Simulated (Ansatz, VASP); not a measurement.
Two plane-wave programs on GaN

```
Ga N
1.0
     0.00000    2.11244    2.11244
     2.11244    0.00000    2.11244
     2.11244    2.11244    0.00000
Ga N
1 1
Direct
  0.00000 0.00000 0.00000
  0.50000 0.50000 0.50000
```

Alike in both runs: task single point; functional PBE; k mesh 8 × 8 × 8; no spin polarisation.

```csv
,VASP,Ansatz
version,VASP 6.6.1,Ansatz 0.2.0
potentials or method,"VASP PAW PBE potentials, release 64 (Ga_d, N)","plane waves, PAW"
plane-wave cutoff (eV),520,420
occupations,"gaussian, width 0.01 eV",fixed
valence electrons in the cell,18,18
```

```tsv
	VASP	Ansatz	Ansatz less VASP
gap on the k mesh at the Fermi level (eV)	0.62	0.63	+0.010
pressure (GPa)	7.7	6.8	-0.84
```

A k mesh can miss the band edges. PBE gaps usually lie below the measured ones, often by a third to a half.
